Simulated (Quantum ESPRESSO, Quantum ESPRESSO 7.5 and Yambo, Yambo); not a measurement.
# MgO (Fm-3m): G0W0 on several meshes in Yambo

How does the mesh move the gap of MgO (Fm-3m)?

Calculated with Quantum ESPRESSO 7.5 and Yambo 5.3.0; PBE and many-body steps on it, plane waves.

### Step 1. Set-up

It takes space group Fm-3m (No. 225, cubic). Conventional cell: a = 4.194 Å, b = 4.194 Å, c = 4.194 Å, α = 90.00°, β = 90.00°, γ = 90.00°. Mg has 6 O at 2.10 Å nearest. Nearest to O lie 6 Mg at 2.10 Å. Farther neighbours and most contacts between anions are not listed.

The cell and positions are those that the Materials Project relaxed with its own functionals (PBE, PBE+U or r2SCAN), kept fixed.

### Step 2. Empty states on the mesh, 6×6×6 mesh, 126 bands

This step: Quantum ESPRESSO 7.5; DFT, PBE, plane waves, norm-conserving pseudopotentials.

The sums over transitions need many empty states on a uniform mesh; this step solves for them.

Contents of pw.in:

```
&control
  calculation = 'nscf'
  prefix = 'x'
  outdir = 'o'
  pseudo_dir = 'pseudo'
/
&system
  ibrav = 0
  nat = 2
  ntyp = 2
  ecutwfc = 76.0
  nbnd = 126
  force_symmorphic = .true.
/
&electrons
  conv_thr = 1e-9
  electron_maxstep = 80
  diago_full_acc = .true.
  diago_thr_init = 5e-6
/
ATOMIC_SPECIES
  Mg 24.305 Mg.upf
  O 15.999 O.upf
CELL_PARAMETERS angstrom
  -0.0000000000 2.0970013927 2.0970013927
  2.0970013927 -0.0000000000 2.0970013927
  2.0970013927 2.0970013927 -0.0000000000
ATOMIC_POSITIONS crystal
  Mg 0.0000000000 0.0000000000 0.0000000000
  O 0.5000000000 0.5000000000 0.5000000000
K_POINTS automatic
  6 6 6 0 0 0
```

Launch:

```sh
$ OMP_NUM_THREADS=1 mpirun -n 8 pw.x -nk 4 -in pw.in > pw.out
```

Output:

```text
Program PWSCF v.7.5 starts

     This program is part of the open-source Quantum ESPRESSO suite
     for quantum simulation of materials; please cite
         "P. Giannozzi et al., J. Phys.:Condens. Matter 21 395502 (2009);
         "P. Giannozzi et al., J. Phys.:Condens. Matter 29 465901 (2017);
         "P. Giannozzi et al., J. Chem. Phys. 152 154105 (2020);
     in publications or presentations arising from this work. More details at

     Atomic positions and unit cell read from directory:
     o/x.save/

     Message from routine setup:
[...]
132.2841 134.1713 134.1713 136.5977 138.1297 138.1297 139.8111 145.9649
     [... 4 further rows ...]
   181.4831 181.6616 181.7627 182.1221 182.1221 187.7192 190.5992 190.5992
   193.4104 193.4104 194.4572 197.4041 197.6155 197.6155

          k =-0.3536-0.3536 0.3536 (  1404 PWs)   bands (ev):

     [... further k-points ...]

     highest occupied, lowest unoccupied level (ev):     8.2133   13.1082

     XML data file, pseudopotentials, collected wavefunctions

=------------------------------------------------------------------------------=
   JOB DONE.
=------------------------------------------------------------------------------=
```

Wall time 3.4 s (8 MPI ranks of Arm Neoverse V2, shared host); peak memory 0.37 GiB.

This step gave:

```
gap                                                           : 4.895 eV
k of the valence top                                          : 0, 0, 0
k of the conduction bottom                                    : 0, 0, 0
least direct gap                                              : 4.895 eV
k points computed                                             : 16
lowest point of the top converged band, above the valence top : 182.5414 eV
```

On this mesh the gap is 4.895 eV.

The density comes from a self-consistent run that is not shown.

### Step 3. Conversion and set-up

This step: Yambo 5.3.0; conversion and set-up on PBE, plane waves, norm-conserving pseudopotentials.

The states are converted to the many-body program's format and the q mesh is built.

Launch:

```sh
$ (cd o/x.save; p2y > p2y.log; mv SAVE ../..); yambo > setup.log
```

Output:

```text
 Yambo, version 5.3.0

 [02] CORE Variables Setup
 =========================

  [02.01] Unit cells
  ==================

  Cell kind             :  FCC
  Atoms in the cell     :  Mg  O
  number of Mg atoms    :  1
  number of O  atoms    :  1

  List of atomic masses
  Mass of Mg    :  24.30500
  Mass of O     :  15.99900

  List of atomic coordinates    : [cc]
  Mg1       :  0.000000  0.000000  0.000000  order 1
  O1       :  3.962758  3.962758  3.962758  order 2

  Alat factors          :  3.962758  3.962758  3.962758 [a.u.]
  Direct lattice volume :  124.4580 [a.u.]
[...]
Q [ 1]         [rlu]:  0.000000  0.000000  0.000000
 Q [ 2]         [rlu]:  0.26641E-17  0.26641E-17  0.16667
 Q [ 3]         [rlu]:  0.53282E-17  0.53282E-17  0.33333
[...]
Q [ 8]         [rlu]:  0.13140E-16  0.16667     -0.33333
 Q [ 9]         [rlu]: -0.33084E-16  0.16667     -0.16667
 Q [10]         [rlu]: -0.18077E-17  0.33333      0.33333
     [... 4 further rows ...]
 Q [15]         [rlu]:  0.166667  0.333333 -0.333333
 Q [16]         [rlu]:  0.166667 -0.500000 -0.333333

  [03.01] X indexes
  =================

   [03.01.01] Sigma indexes
   ========================

 [06] Game Over & Game summary
```

Elapsed: 1.8 s, on 1 MPI rank; peak memory 0.23 GiB.

### Step 4. 6×6×6

G0W0 replaces the xc potential by the self-energy, built once from these orbitals. Only a window of levels is corrected, while the sums run over the empty bands that the input names.

This step: G0W0 on PBE, plane waves, norm-conserving pseudopotentials.

Contents of gw2.in:

```
HF_and_locXC
gw0
dyson
ppa
em1d
rim_cut
RandQpts= 1000000
RandGvec= 1 RL
EXXRLvcs= 76 Ry
VXCRLvcs= 304 Ry
Chimod= "HARTREE"
% BndsRnXp
 1 | 56 |
%
NGsBlkXp= 10.5 Ry
% LongDrXp
 1 | 1 | 1 |
%
% GbndRnge
 1 | 56 |
%
DysSolver= "n"
ExtendOut
PPAPntXp= 27.21138 eV
% QPkrange
 1 | 1 | 7 | 10 |
%
```

Launch:

```sh
$ OMP_NUM_THREADS=1 mpirun -n 8 yambo -F gw2.in -J gw2 -C gw2 > gw2.log
```

Output:

```text
 Yambo, version 5.3.0

 [02] CORE Variables Setup
 =========================

  [... cell, symmetries and grids as in the set-up ...]

  [02.05] Energies & Occupations
  ==============================

  [X] === General ===
  [X] Electronic Temperature                        :  0.000000  0.000000 [eV K]
  [X] Bosonic    Temperature                        :  0.000000  0.000000 [eV K]
  [X] Finite Temperature mode                       : no
  [X] El. density                                   :  0.86755E+24 [cm-3]
  [X] Fermi Level                                   :  8.213321 [eV]

  [X] === Gaps and Widths ===
  [X] Conduction Band Min                           :  4.894832 [eV]
  [X] Valence Band Max                              :  0.000000 [eV]
  [X] Filled Bands                                  :   8
  [X] Empty Bands                                   :    9  126
  [X] Direct Gap                                    :  4.894832 [eV]
  [X] Direct Gap localized at k                     :  1
  [X] Indirect Gap                                  :  4.894832 [eV]
  [X] Indirect Gap between kpts                     :  1  1
  [X] Last valence band width                       :  1.673727 [eV]
  [X] 1st conduction band width                     :  5.802527 [eV]

 [03] Transferred momenta grid and indexing
 ==========================================

 IBZ Q-points                                      :  16
 BZ  Q-points                                      :  216

 K/Q-points units:
 rlu = crystal or reduced units; cc = cartesian coordinates; iku = interal k-units

 Q [ 1]         [rlu]:  0.000000  0.000000  0.000000
 Q [ 2]         [rlu]:  0.26641E-17  0.26641E-17  0.16667
 Q [ 3]         [rlu]:  0.53282E-17  0.53282E-17  0.33333
 Q [ 4]         [rlu]:  0.13140E-16  0.13140E-16 -0.50000
 Q [ 5]         [rlu]:  0.16601E-16  0.16667      0.16667
 Q [ 6]         [rlu]:  0.26641E-17  0.16667      0.33333
 Q [ 7]         [rlu]:  0.75349E-16  0.16667      0.50000
 Q [ 8]         [rlu]:  0.13140E-16  0.16667     -0.33333
 Q [ 9]         [rlu]: -0.33084E-16  0.16667     -0.16667
 Q [10]         [rlu]: -0.18077E-17  0.33333      0.33333
     [... 4 further rows ...]
 Q [15]         [rlu]:  0.166667  0.333333 -0.333333
 Q [16]         [rlu]:  0.166667 -0.500000 -0.333333

 [04] Coloumb potential Random Integration (RIM)
 ===============================================

  [04.01] RIM initialization
  ==========================

  * Diagonal components only detected *

  8 x (sBL volume)        :  0.073816 [a.u.]
  sBZ random points       :  1000000
  Points outside the sBZ  :   7999624
  RL volume               :  1.993044 [a.u.]
  Integrated volume       :  1.993138 [a.u.]

  [04.02] RIM integrals
  =====================

  Gamma point sphere radius             :  0.076091 [a.u.]
  Points outside the sphere             :   799635
  [Int_sBZ(q=0) 1/q^2]*(Vol_sBZ)^(-1/3) =:  7.763403
                                 should be <:  7.795600

  Summary of Coulomb integrals for non-metallic bands |Q|[au] RIM/Bare

  Q [1] 0.100000E-4 0.995870 * Q [2] 0.228856 1.063761
  Q [5] 0.264260 1.062979 * Q [9] 0.373720 1.026387
  Q [6] 0.438225 1.018651 * Q [3] 0.457711 1.016124
  Q [10] 0.528520 1.013120 * Q [8] 0.575941 1.010916
  Q [14] 0.590903 1.010043 * Q [7] 0.647302 1.008142
  Q [11] 0.686567 1.007445 * Q [4] 0.686567 1.007625
  Q [12] 0.747439 1.006547 * Q [15] 0.781691 1.006011
  Q [13] 0.792779 1.005754 * Q [16] 0.835663 1.005109

 [WARNING] [Xp] User bands 1-56 break level degeneracy

 [05] Dipoles
 ============

  [05.01] Setup: observables and procedures
  =========================================

 [06] Dynamic Dielectric Matrix (PPA)
 ====================================

 [SLK-Inversion]  Pools        :  2
 [SLK-Inversion]  BLACS grid   :  2  2

 [WR./gw2//ndb.pp]---------------------------------------------------------------
  Brillouin Zone Q/K grids (IBZ/BZ)                :   16  216   16  216
  RL vectors                                       :  1893 [WF]
  Coulomb cutoff potential                         : none
  Electronic Temperature                           :  0.000000 [K]
  Bosonic    Temperature                           :  0.000000 [K]
  PPA    diel. fun.  energies                      : Perdew, Burke & Ernzerhof(X)+Perdew, Burke & Ernzerhof(C)
  wavefunctions                                    : Perdew, Burke & Ernzerhof(X)+Perdew, Burke & Ernzerhof(C)
  Global Gauge                                     : length
  X matrix size                                    :   65
  X band range                                     :    1   56
  X e/h energy range                               : -1.000000 -1.000000 [eV]
  X Time ordering                                  : R
  X Hxc Kernel                                     : HARTREE
  X Drude frequency                                :  0.000000  0.000000
  X poles                                          :  100.0000 [o/o]
  RL vectors in the sum                            :  1893
  [r,Vnl] included                                 : yes
  Field direction                                  :  0.577350E-5  0.577350E-5  0.577350E-5
  BZ energy Double Grid                            : no
  BZ energy DbGd points                            : 0
  BZ Q point size factor                           : -1.000000
  X Optical Averaged directions                    : none

 [07] Local Exchange-Correlation + Non-Local Fock
 ================================================

 [VXC] Plane waves :  11113
 [EXS] Plane waves :  1459

 QP @ state[ 1 ] K range:  1  1
 QP @ state[ 1 ] b range:   7  10

 [xc] Functional : Perdew, Burke & Ernzerhof(X)+Perdew, Burke & Ernzerhof(C)
 [xc] LIBXC used to calculate xc functional
  PP Number of Atomic Species                      :  2
  NLCC RL compoments                               :  11113
  PP Number of Atomic Species                      :  2
  NLCC RL compoments                               :  11113

 [xc] E_xc :  -11.59305 [Ha]
      E_xc :  -23.18610 [Ry]

  Local XC kind (lXC) : Perdew, Burke & Ernzerhof(X)+Perdew, Burke & Ernzerhof(C)
  Non-Local XC kind (nlXC) : Hartree-Fock

  Corrections @ K [1] :  [eV]
 <7|nlXC|7> = -25.54909 -0.18085E-17 <7|lXC|7> = -20.15372 -0.99397E-20
 <8|nlXC|8> = -25.54910 -0.63500E-18 <8|lXC|8> = -20.15372 -0.47203E-16
 <9|nlXC|9> = -8.992304 -0.20748E-17 <9|lXC|9> = -13.56135 -0.56639E-15
 <10|nlXC|10> = -3.742473 -0.18719E-18 <10|lXC|10> = -9.643180 -0.28323E-15

 [08] Dyson equation: Newton solver
 ==================================

  [08.01] G0W0 (W PPA)
  ====================

  [  GW  ] Bands range     :    1   56
  [GW/PPA] G damping       :  0.100000 [eV]

  QP @ state[ 1 ] K range:  1  1
  QP @ state[ 1 ] b range:   7  10

   Sc/G bands                                       :    1   56
   Sc/G damping                                     :  0.100000 ev
   Sc bands terminator                              : no
   Sx RL components                                 :  1459

   QP @ state[ 1 ] K range                          :  1  1
   QP @ state[ 1 ] b range                          :   7  10
   GF energies kind                                 : Perdew, Burke & Ernzerhof(X)+Perdew, Burke & Ernzerhof(C)
   GF WF`s kind                                     : Perdew, Burke & Ernzerhof(X)+Perdew, Burke & Ernzerhof(C)
   Xs energies kind                                 : Perdew, Burke & Ernzerhof(X)+Perdew, Burke & Ernzerhof(C)
   Xs WF`s kind                                     : Perdew, Burke & Ernzerhof(X)+Perdew, Burke & Ernzerhof(C)

 [11] Game Over & Game summary
```

Run time: 20 s. Hardware: 8 MPI ranks; peak memory 2.4 GiB.

This step gave:

| Quantity | Value |
| --- | --- |
| G0W0 gap on the points computed | 7.023 eV |
| starting gap on the mesh | 4.895 eV |
| k of the valence top | 0, 0, 0 |
| k of the conduction bottom | 0, 0, 0 |
| least direct G0W0 gap on the computed points | 7.023 eV |
| Z at the valence top | 0.8074 |
| Z at the conduction bottom | 0.8546 |

The gap on the mesh goes from 4.89 eV to 7.02 eV, a correction of +2.13 eV.

### Step 5. Empty states on the mesh, 4×4×4 mesh, 56 bands

This step: Quantum ESPRESSO 7.5; DFT, PBE, plane waves, norm-conserving pseudopotentials.

pw.in, as its differences from that of step 2:

```diff
@@ -11,3 +11,3 @@
   ecutwfc = 76.0
-  nbnd = 126
+  nbnd = 56
   force_symmorphic = .true.
@@ -31,2 +31,2 @@
 K_POINTS automatic
-  6 6 6 0 0 0
+  4 4 4 0 0 0
```

Launch:

```sh
$ OMP_NUM_THREADS=1 mpirun -n 8 pw.x -nk 4 -in pw.in > pw.out
```

Output:

```text
[banner, memory and clock lines left out]
Program PWSCF v.7.5 starts

     Atomic positions and unit cell read from directory:
     o/x.save/

     Message from routine setup:
     using ibrav=0 with symmetry is DISCOURAGED, use correct ibrav instead

     bravais-lattice index     =            0
     lattice parameter (alat)  =       5.6042  a.u.
     unit-cell volume          =     124.4580 (a.u.)^3
     number of atoms/cell      =            2
     number of atomic types    =            2
     number of electrons       =        16.00
[...]
32.7919  32.7919  46.8852  46.8852  46.8852  47.6505  59.3157  59.3157
[...]
k = 0.1768 0.1768-0.1768 (  1390 PWs)   bands (ev):

[...]
k =-0.3536-0.3536 0.3536 (  1404 PWs)   bands (ev):

[...]
87.2800  87.8642  89.3628  89.3628  90.7232  90.7232  91.9836 100.8460
   100.8460 101.0045 101.0045 102.2939 106.7640 108.3197 109.5147 109.5147

          k = 0.3536 0.0000 0.0000 (  1387 PWs)   bands (ev):

     [... further k-points ...]

     highest occupied, lowest unoccupied level (ev):     8.2133   13.1082

     XML data file, pseudopotentials, collected wavefunctions
```

Wall time 1.1 s (8 MPI ranks); peak memory 0.05 GiB; 7.7 s of CPU time.

This step gave:

* gap: 4.895 eV
* k of the valence top: 0, 0, 0
* k of the conduction bottom: 0, 0, 0
* least direct gap: 4.895 eV
* k points computed: 8
* lowest point of the top converged band, above the valence top: 87.6884 eV

On this mesh the gap is 4.895 eV.

(Continued in part 2 of 2.)

[Paths, hosts, dates, memory and timing lines, banners, echoed tables and standing remarks are left out of the program output.]

[Logs are printed without paths, hosts, clocks, repeated set-up lines and the standing remarks that a program may print on its own settings, such as how far it seeks lower states.]

[Runs of the session that timed out or met a known fault of the program may be left out.]

[Hosts, paths, dates, database ids (printed as entryN), source tags and the programs' standing remarks are cut or masked in the printed files.]
